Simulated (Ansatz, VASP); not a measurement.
Two plane-wave programs on AlN

```
Al N
1.0
     3.12989    0.00000    0.00000
    -1.56494    2.71056    0.00000
     0.00000    0.00000    5.01696
Al N
2 2
Direct
  0.32397 0.66667 0.00173
  0.67603 0.33333 0.50173
  0.34161 0.66667 0.38327
  0.65839 0.33333 0.88327
```

Change from the starting cell: mode 4 frozen in at -0.029 Å and mode 5 at +0.000 Å (largest displacements).

Alike in both runs: task single point; functional PBE; k mesh 9 × 9 × 6; occupations gaussian, width 0.05 eV; no spin polarisation.

```csv
,VASP,Ansatz
version,VASP 6.6.1,Ansatz 0.2.0
potentials or method,"VASP PAW PBE potentials, release 64 (Al, N)","scalar-relativistic, plane waves, PAW"
plane-wave cutoff (eV),520,520
valence electrons in the cell,16,16
```

Ansatz gave:

| Quantity | Value |
| --- | --- |
| gap on the k mesh at the Fermi level (eV) | 4.03 |
| least direct gap on the mesh (eV) | 4.03 |
| pressure (GPa) | 0.0 |
| largest component of the traceless stress (GPa) | 0.11 |
| rms of the force components (eV/Å) | 0.073 |

Question: What did VASP give for the same quantities?

Answer: gap on the k mesh at the Fermi level (eV): 4.04; least direct gap on the mesh (eV): 4.04; pressure (GPa): -0.2; largest component of the traceless stress (GPa): 0.11; rms of the force components (eV/Å): 0.073.

Atom by atom the forces differ by 0.000 eV/Å (rms over components). The functional is the same, so the differences come from potentials, cutoffs and numerics.
